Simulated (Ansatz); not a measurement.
BN, space group F-43m, a G0W0 quasiparticle calculation

With Ansatz 0.2.0, Python API.

The cells in order, each with its output:

In [1]:
```python
import ansatz as az
```

In [2]:
```python
system = (
    az.Lattice.from_parameters(2.556191, 2.556191, 2.556191, alpha=60.0, beta=60.0, gamma=60.0)
    .atom("B", (0.0, 0.0, 0.0))
    .atom("N", (0.25, 0.25, 0.25))
)
```

In [3]:
```python
model = system.calculation()
model = model.functional("pbesol")
model = model.basis(550).kpoints(5)
model = model.scf(tolerance=1e-07).occupations("fixed")
model = model.gw(empty_bands=100, screening_cutoff=120, quasiparticle_bands=("v1", "c1"))
events = []
outcome = model.session().plan().execute(on_event=events.append, runs_dir="gw_run")
gw = next(e["data"] for e in events if e["event"] == "gw_qp")
top = gw["frontier_bands"]["highest_filled_band"]
print(" k band    E_KS   Sigma_x  Sigma_c     Vxc      Z    E_QP (eV)")
for qp in gw["qp"]:
    print(f"{qp['ik']:2d} {qp['band']:4d} {qp['eps_ks_ev']:7.3f} {qp['sigma_x_ev']:9.3f} {qp['sigma_c_at_ks_ev']:8.3f} {qp['vxc_ev']:8.3f} {qp['z']:6.3f} {qp['e_qp_ev']:8.3f}")
for key, label in (("eps_ks_ev", "Kohn-Sham"), ("e_qp_ev", "G0W0")):
    filled = max(qp[key] for qp in gw["qp"] if qp["band"] <= top)
    empty = min(qp[key] for qp in gw["qp"] if qp["band"] > top)
    print(f"{label} gap on the mesh: {empty - filled:.3f} eV")
print("static dielectric eigenvalues (RPA, this mesh):", [round(e, 3) for e in gw["screening"][0]["eps_tensor_eigenvalues"]])
```
```text
 k band    E_KS   Sigma_x  Sigma_c     Vxc      Z    E_QP (eV)
 0    4  11.146   -22.903    2.731  -19.198  0.827   10.342
 0    5  19.907    -7.887   -5.294  -14.737  0.841   21.209
 1    4  10.315   -22.603    2.844  -18.697  0.827    9.440
 1    5  20.530    -9.202   -5.378  -15.977  0.837   21.694
 2    4   9.334   -22.577    3.072  -18.323  0.824    8.363
 2    5  21.133    -9.921   -5.467  -16.682  0.835   22.209
 3    4   8.855   -22.165    3.067  -17.882  0.824    7.856
 3    5  18.440    -8.099   -5.053  -14.429  0.845   19.515
 4    4   7.871   -22.224    3.309  -17.583  0.822    6.782
 4    5  18.870    -8.095   -5.099  -14.444  0.844   19.922
 5    4   8.351   -22.363    3.238  -17.839  0.822    7.297
 5    5  19.960    -7.835   -5.221  -14.348  0.844   21.047
 6    4   9.842   -22.603    2.953  -18.530  0.825    8.920
 6    5  21.620    -8.224   -5.563  -15.310  0.836   22.888
 7    4   6.523   -22.223    3.606  -17.143  0.818    5.325
 7    5  15.922    -7.987   -4.641  -13.609  0.852   16.756
 8    4   6.745   -22.253    3.567  -17.233  0.818    5.562
 8    5  17.312    -8.208   -4.770  -14.044  0.849   18.215
 9    4   6.203   -21.668    3.518  -16.662  0.819    4.992
 9    5  20.086    -8.682   -5.141  -15.199  0.839   21.236
Kohn-Sham gap on the mesh: 4.776 eV
G0W0 gap on the mesh: 6.414 eV
static dielectric eigenvalues (RPA, this mesh): [4.789, 4.789, 4.789]
```

Reading the output:
- Total energies depend on the potentials; only differences at equal settings carry meaning. A total without «per atom» is that of the cell as typed.
- Energy and stress may still move on a finer k-point mesh.
- The structure is a deposited one; some such entries were measured under pressure or heat, so a shift against it needn't be the functional's error alone.
- Mesh, empty bands and screening cutoff are small, so the quasiparticle gap isn't converged, and it is read on the mesh points alone. Spin-orbit coupling is left out, which matters for heavy elements.
- Hardware and time: 4.7 s on 1 thread of Intel(R) Xeon(R) Platinum 8488C (Sapphire Rapids) (shared host), peak memory 0.36 GiB.

(Lines on the test bed's own set-up are left out of the output.)
